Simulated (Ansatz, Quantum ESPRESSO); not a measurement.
# Moving the pressure in Al

The cell as given:

The structure is cubic, space group Im-3m (No. 229). Conventional cell: a = 3.182 Å, b = 3.182 Å, c = 3.182 Å, α = 90.00°, β = 90.00°, γ = 90.00°. Around Al (site symmetry m-3m) lie 8 Al at 2.76 Å.

This isn't the form of Al at room conditions, which is fcc.

Kept alike: task relaxation of cell and atoms; functional PBEsol; k mesh 12 × 12 × 12; occupations fermi-dirac, width 0.05 eV; no spin polarisation. Program: Ansatz, Ansatz PAW, cutoff 420 eV. The mesh is that of the run's cell of 1 atom. No spin-orbit coupling.

| pressure, P (GPa) | volume (Å³/atom) |
| --- | --- |
| 0 | 16.589 |
| 2 | ? |
| 5 | 15.618 |
| 10 | 14.876 |
| 20 | 13.785 |

The relaxations keep at least the cell's symmetry (Im-3m). For a metal such a mesh leaves the last digits unconverged. Runs of this series that gave no sound value for these columns are left out. The runs follow the start's structure, whether or not it is the stable one at these pressures. P is the pressure aimed at, which the runs meet within some hundredths to tenths of a GPa. All rows use potentials made for PBE.

Problem. Fit the rows shown and predict the run at 2 GPa.

Solution. Murnaghan's form V = V0 (1 + B′P/B0)^(-1/B′) through the rows shown has V0 = 16.5889, B0 = 73.53 GPa and B′ = 3.92 (largest miss 0.0004); at P = 2 it gives 16.166 Å³/atom. The run gave: volume 16.166 Å³/atom.
